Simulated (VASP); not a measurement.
Here is a VASP 6.6.1 calculation.

Contents of INCAR:

```
SYSTEM = Sn
PREC = Accurate
ENCUT = 500
EDIFF = 1E-6
ISMEAR = 0
SIGMA = 0.1
LREAL = .False.
LASPH = .True.
NELM = 80
ALGO = Fast
ISIF = 2
LWAVE = .False.
LCHARG = .False.
GGA = RP
```

Contents of KPOINTS:

```
regular mesh
0
Gamma
  11 11 11
  0 0 0
```

The input POSCAR:

```
Sn
3.4061
   -0.506896156895      0.521284460233      0.686515956666
    0.506896156895     -0.521284460233      0.686515956666
    0.506896156895      0.521284460233     -0.686515956666
Sn
1
Direct
    0.0000000000      0.0000000000      0.0000000000
```

Potentials or basis: VASP PAW PBE potentials, release 64 (Sn).

Command:

```sh
$ cat potpaw_PBE.64/Sn/POTCAR > POTCAR
$ mpirun -np 1 vasp_std > vasp.out
```

Task: Estimate the pressure.

Result: 0.1 GPa.

Task: What does it give for the band gap on the k mesh?

Result: None (metal or under the smearing width).

Stress tensor (GPa, compression positive):
```
 0.80  0.00  0.00
 0.00 -0.97  0.00
 0.00  0.00  0.49
```

Caveat: the PAW data sets were made with another functional, which shifts forces and pressure a little.
